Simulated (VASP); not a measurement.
A run of VASP 6.6.1 is set up as follows.

INCAR

```
SYSTEM = Ir
PREC = Accurate ; ENCUT = 520
EDIFF = 1E-6 ; ISMEAR = 1
SIGMA = 0.1 ; LREAL = .False.
LASPH = .True. ; NELM = 80
ALGO = Normal ; ISIF = 2
LWAVE = .False. ; LCHARG = .True.
METAGGA = R2SCAN ; LMIXTAU = .True.
LUSE_VDW = .True. ; IVDW_NL = 2
BPARAM = 11.95 ; CPARAM = 0.0093
LVHAR = .True.
```

KPOINTS

```
regular mesh
0
Gamma
  18 18 18
  0 0 0
```

File POSCAR:

```
Ir                                      
1.0
   -0.0000000000      1.9231567372      1.9231567372
    1.9231567372      0.0000000000      1.9231567372
    1.9231567372      1.9231567372      0.0000000000
  Ir            
     1
Direct
     0.0000000000000000    0.0000000000000000    0.0000000000000000
```

Potentials or basis: VASP PAW PBE potentials, release 64 (Ir).

The run is started by

```bash
$ cat potpaw_PBE.64/Ir/POTCAR > POTCAR
$ mpirun -np 1 vasp_std > vasp.out
```

What does it give for the pressure?

0.0 GPa.

What does it give for the band gap on the k mesh?

None (metal or under the smearing width).

Caveat: the PAW data sets were made with another functional, which shifts forces and pressure a little; pairwise dispersion overbinds metals, which lowers pressure and volume. Spin-orbit coupling is left out, which matters for the levels of Ir.
